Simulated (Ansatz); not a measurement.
A crystal relaxed with r2SCAN in Ansatz has space group P4_12_12 (No. 92) and a = 4.979 Å, c = 6.915 Å.

```tsv
atom	site	x	y	z
Si	4a	0.3025	0.3025	0.0000
Xx	8b	0.2382	0.1093	0.1815
```

With r2SCAN the gap is 6.35 eV and direct, at Γ. The HSE06 gap is direct at Γ: 7.51 eV. Meshes: r2SCAN 6×6×4, HSE06 4×4×2. r2SCAN's ε∞ is 2.2 along all three axes, to this precision.

Q: Which element is Xx?
A. O
B. Te
C. Se
D. S

A: A. Xx is O: SiO2 (from a published structure). Si is surrounded by 4 O at 1.61 Å; O is surrounded by 2 Si at 1.61 Å.

Computed at 0 K without zero-point motion; spin polarisation is off.

The meshes of the hybrids are coarse, so their gaps aren't converged to the digits shown.
